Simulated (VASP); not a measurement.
MgO2:

```
Mg O
1.0
     4.82861    0.00000    0.00000
     0.00000    4.82861    0.00000
     0.00000    0.00000    4.82861
Mg O
4 8
Direct
  0.00000 0.00000 0.00000
  0.50000 0.00000 0.50000
  0.50000 0.50000 0.00000
  0.00000 0.50000 0.50000
  0.58942 0.91058 0.08942
  0.91058 0.08942 0.58942
  0.08942 0.58942 0.91058
  0.41058 0.41058 0.41058
  0.58942 0.58942 0.58942
  0.91058 0.41058 0.08942
  0.08942 0.91058 0.41058
  0.41058 0.08942 0.91058
```

The cell is a database's computed one.

| Property | Result |
| --- | --- |
| Program | VASP 6.6.1 |
| Task | relaxation of cell and atoms |
| Functional | BLYP |
| Dispersion | D3 |
| Potentials or basis | VASP PAW PBE potentials, release 64 (Mg, O) |
| Cutoff | 600 eV |
| k mesh | 6 × 6 × 6 |
| Occupations | fermi-dirac, width 0.05 eV |
| Spin | no spin polarisation |

At the start: pressure 6.1 GPa; volume 9.38 Å³/atom.

Task: Where does the relaxation end?

Result: Over 8 steps the energy falls by 8.2 meV/atom and the volume is 9.75 Å³/atom (+4.0 %); space group Pa-3 (No. 205, to 0.05 Å).

Step by step:
| step | energy change (eV) | largest force (eV/Å) | pressure (GPa) | volume (Å³) |
| --- | --- | --- | --- | --- |
| 1 | 0.0000 | 0.5679 | 6.09 | 112.58 |
| 2 | -0.0198 | 0.7816 | -2.59 | 118.49 |
| 3 | -0.0865 | 0.2199 | 1.24 | 115.62 |
| 4 | -0.0981 | 0.0071 | -0.24 | 117.23 |
| 5 | -0.0982 | 0.0155 | -0.08 | 117.07 |
| 6 | -0.0982 | 0.0110 | -0.12 | 117.10 |
| 7 | -0.0982 | 0.0148 | 0.02 | 117.00 |
| 8 | -0.0982 | 0.0002 | -0.03 | 117.05 |

Final structure:
```yaml
crystal:
  lattice:
    - [4.89169, 0.00000, 0.00000]
    - [0.00000, 4.89169, 0.00000]
    - [0.00000, 0.00000, 4.89169]
  atoms:
    - { symbol: Mg, position: [0.00000, 0.00000, 0.00000] }
    - { symbol: Mg, position: [0.50000, 0.00000, 0.50000] }
    - { symbol: Mg, position: [0.50000, 0.50000, 0.00000] }
    - { symbol: Mg, position: [0.00000, 0.50000, 0.50000] }
    - { symbol: O, position: [0.59031, 0.90969, 0.09031] }
    - { symbol: O, position: [0.90969, 0.09031, 0.59031] }
    - { symbol: O, position: [0.09031, 0.59031, 0.90969] }
    - { symbol: O, position: [0.40969, 0.40969, 0.40969] }
    - { symbol: O, position: [0.59031, 0.59031, 0.59031] }
    - { symbol: O, position: [0.90969, 0.40969, 0.09031] }
    - { symbol: O, position: [0.09031, 0.90969, 0.40969] }
    - { symbol: O, position: [0.40969, 0.09031, 0.90969] }
```

Caveat: the PAW data sets were made with another functional, which shifts forces and pressure a little.
